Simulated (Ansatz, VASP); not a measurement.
**Al: VASP beside Ansatz**

Contents of INCAR:

```
SYSTEM = Al
PREC     = Accurate       ! precision mode
ENCUT    = 520            ! plane-wave cutoff, eV
EDIFF    = 1E-6           ! SCF threshold, eV
ISMEAR   = -1             ! smearing method
SIGMA    = 0.1            ! smearing width, eV
LREAL    = .FALSE.        ! projectors in reciprocal space
LASPH    = .TRUE.         ! aspherical terms in the spheres
NELM     = 100            ! most SCF steps
ALGO     = Normal         ! electronic algorithm
ISIF     = 2              ! what is computed and relaxed
LWAVE    = .FALSE.        ! write WAVECAR
LCHARG   = .FALSE.        ! write CHGCAR
GGA      = B5             ! functional
ALDAX    = 1.0          
AGGAX    = 1.0          
AGGAC    = 1.0          
ALDAC    = 0.0          
NBANDS   = 10             ! bands
```

File KPOINTS:

```
Automatic mesh
0
G
  9 9 5
  0 0 0
```

POSCAR

```
Al
1.0
    2.8124600000      0.0000000000      0.0000000000
   -1.4062300000      2.4356600000      0.0000000000
    0.0000000000      0.0000000000      4.8668500000
Al
2
Direct
    0.6666666667      0.3333333333      0.7500000000
    0.3333333333      0.6666666667      0.2500000000
```

Input for Ansatz:

```yaml
crystal:
  lattice:
    - [2.81246, 0.0, 0.0]
    - [-1.40623, 2.43566, 0.0]
    - [0.0, 0.0, 4.86685]
  atoms:
    - { symbol: Al, position: [0.6666666666666666, 0.3333333333333333, 0.75] }
    - { symbol: Al, position: [0.3333333333333333, 0.6666666666666666, 0.25] }
kpoints:
  mp_grid:
    grid: [9, 9, 5]
hamiltonian:
  xc: blyp
scf:
  convergence:
    dr2_threshold: 1.0e-07
  occupations:
    method: fermi_dirac
    width: 0.1
output:
  stress: true
```

This isn't the form of Al at room conditions, which is fcc.

Alike in both runs: task single point; functional BLYP; k mesh 9 × 9 × 5; occupations fermi-dirac, width 0.1 eV; no spin polarisation.

|  | VASP | Ansatz |
| --- | --- | --- |
| version | VASP 6.6.1 | Ansatz 0.2.0 |
| potentials or method | VASP PAW PBE potentials, release 64 (Al) | plane waves, PAW |
| plane-wave cutoff (eV) | 520 | 420 |
| valence electrons in the cell | 6 | 6 |

VASP gave:

| Quantity | Value |
| --- | --- |
| pressure (GPa) | 3.7 |
| largest component of the traceless stress (GPa) | 1.01 |

Estimate Ansatz's values.

pressure (GPa): 3.6; largest component of the traceless stress (GPa): 1.02.

The functional is the same, so the differences come from potentials, cutoffs and numerics. Ansatz warned: «stress_scf_threshold_loose».

Caveats: the PAW data sets were made with another functional, which shifts forces and pressure a little (VASP).
